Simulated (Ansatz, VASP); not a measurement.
# Be2C in VASP and in Ansatz

```
Be C
1.0
     0.00000    2.13679    2.13679
     2.13679    0.00000    2.13679
     2.13679    2.13679    0.00000
Be C
2 1
Direct
  0.75000 0.75000 0.75000
  0.25000 0.25000 0.25000
  0.00000 0.00000 0.00000
```

Alike in both runs: task relaxation of cell and atoms; functional PBE; dispersion D3(BJ); k mesh 12 × 12 × 12; occupations gaussian, width 0.02 eV; no spin polarisation.

```csv
,VASP,Ansatz
version,VASP 6.6.1,Ansatz 0.2.0
potentials or method,"VASP PAW PBE potentials, release 64 (Be, C)","scalar-relativistic, plane waves, PAW"
plane-wave cutoff (eV),600,420
valence electrons in the cell,8,8
```

```tsv
	VASP	Ansatz	Ansatz less VASP
gap on the k mesh at the Fermi level, each at its own relaxed structure (eV)	1.17	1.19	+0.013
relaxed volume (Å³/atom)	6.52	6.51	-0.012
relaxed cell length with the largest relative difference (Å)	3.024	3.022	-0.0019
```

A k mesh can miss the band edges.
